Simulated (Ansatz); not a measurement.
Energy and pressure of AlCo₃ against volume, without spin

Level of theory: Ansatz 0.2.0, DFT PBEsol, scalar-relativistic, plane waves, PAW.

```yaml
crystal:
  lattice:
    - [3.57495, 0.00000, 0.00000]
    - [0.00000, 3.57495, 0.00000]
    - [0.00000, 0.00000, 3.57495]
  atoms:
    - { symbol: Al, position: [0.00000, 0.00000, 0.00000] }
    - { symbol: Co, position: [0.50000, 0.50000, 0.00000] }
    - { symbol: Co, position: [0.50000, 0.00000, 0.50000] }
    - { symbol: Co, position: [0.00000, 0.50000, 0.50000] }
```

```json
{"plane-wave cutoff": "420 eV", "Γ-centred k-mesh": "12×12×12", "occupation rule": "Gaussian smearing, 0.1 eV", "spin treatment": "unpolarised"}
```

The cell is scaled evenly at fixed fractional positions, V₀ being the volume of the cell shown; start: no spin polarisation. Energies are extrapolated to zero smearing. A spin-polarised state can lie lower, at larger volumes above all.

| V/V₀ | E above lowest (meV/atom) | P (GPa) |
| --- | --- | --- |
| 0.800 | 200.6 | 49.4 |
| 0.860 | 51.3 | 22.2 |
| 0.920 | 0.0 | 3.1 |
| 0.960 | 5.4 | -6.3 |
| 1.000 | 34.9 | -13.8 |
| 1.040 | 83.3 | -19.7 |
| 1.100 | 182.8 | -26.2 |
| 1.180 | 350.3 | -31.8 |

Cost: 8 runs of about 0.99 core-minutes in all, on Intel Xeon Platinum 8375C (Ice Lake) (shared hosts).